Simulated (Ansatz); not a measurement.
Relaxation of SiO2

Method: DFT r2SCAN, scalar-relativistic, plane waves, PAW in Ansatz 0.2.0. Run with 500 eV cutoff, 6×6×4 k-mesh, Gaussian smearing of 0.02 eV, no spin polarisation.

What was changed: equal strain along all axes, cell held, atoms relaxed: -1.5 %.

Command:

```bash
ansatz run input.yaml --threads 2 --pin off --max-ram 5120MiB --backend cpu --events-out ev --progress --plain --runs-dir out
```

Input:

```yaml
crystal:
  lattice:
    - [4.906852021, 0.0, 0.0]
    - [0.0, 4.906852021, 0.0]
    - [0.0, 0.0, 6.8168880461]
  atoms:
    - { symbol: Si, position: [0.1978203436, 0.1978203436, 0.0] }
    - { symbol: Si, position: [0.3021796564, 0.6978203436, 0.75] }
    - { symbol: Si, position: [0.6978203436, 0.3021796564, 0.25] }
    - { symbol: Si, position: [0.8021796564, 0.8021796564, 0.5] }
    - { symbol: O, position: [0.6087093141, 0.7382811325, 0.6811472772] }
    - { symbol: O, position: [0.3912906859, 0.2617188675, 0.1811472772] }
    - { symbol: O, position: [0.7382811325, 0.6087093141, 0.3188527228] }
    - { symbol: O, position: [0.2382811325, 0.8912906859, 0.9311472772] }
    - { symbol: O, position: [0.2617188675, 0.3912906859, 0.8188527228] }
    - { symbol: O, position: [0.1087093141, 0.7617188675, 0.5688527228] }
    - { symbol: O, position: [0.8912906859, 0.2382811325, 0.0688527228] }
    - { symbol: O, position: [0.7617188675, 0.1087093141, 0.4311472772] }
basis:
  ecutwfc: 500
kpoints:
  mp_grid: { grid: [6, 6, 4] }
hamiltonian:
  xc: r2scan
scf:
  occupations: { method: gaussian, width: 0.02 }
output:
  forces: true
  stress: true
  eigenvalues: true
relax:
  adjacent_minimum: "off"
  f_tol: 0.008
  max_steps: 40
```

F is the free energy.

Steps:

```tsv
step	F − F(1) (eV)	largest force component (eV/Å)
1	0.0000	0.425
2	-0.0827	0.369
3	-0.1482	0.544
4	-0.1837	0.014
5	-0.1837	0.015
6	-0.1837	0.013
7	-0.1838	0.000
```

Relaxed structure:

```yaml
crystal:
  lattice:
    - [4.90685, 0.00000, 0.00000]
    - [0.00000, 4.90685, 0.00000]
    - [0.00000, 0.00000, 6.81689]
  atoms:
    - { symbol: Si, position: [0.19059, 0.19059, 0.00000] }
    - { symbol: Si, position: [0.30941, 0.69059, 0.75000] }
    - { symbol: Si, position: [0.69059, 0.30941, 0.25000] }
    - { symbol: Si, position: [0.80941, 0.80941, 0.50000] }
    - { symbol: O, position: [0.62317, 0.73536, 0.68769] }
    - { symbol: O, position: [0.37683, 0.26464, 0.18769] }
    - { symbol: O, position: [0.73536, 0.62317, 0.31231] }
    - { symbol: O, position: [0.23536, 0.87683, 0.93769] }
    - { symbol: O, position: [0.26464, 0.37683, 0.81231] }
    - { symbol: O, position: [0.12317, 0.76464, 0.56231] }
    - { symbol: O, position: [0.87683, 0.23536, 0.06231] }
    - { symbol: O, position: [0.76464, 0.12317, 0.43769] }
```

It takes space group P4_32_12 (No. 96, tetragonal). Conventional cell: a = 4.907 Å, b = 4.907 Å, c = 6.817 Å, α = 90.00°, β = 90.00°, γ = 90.00°. Si (site symmetry 2) is surrounded by 4 O at 1.61 Å. O (site symmetry 1) has 2 Si at 1.61 Å as nearest neighbours.

The run converged. It took 2.2 min on 2 threads of Arm Neoverse V2 (shared host), peak memory 0.68 GiB.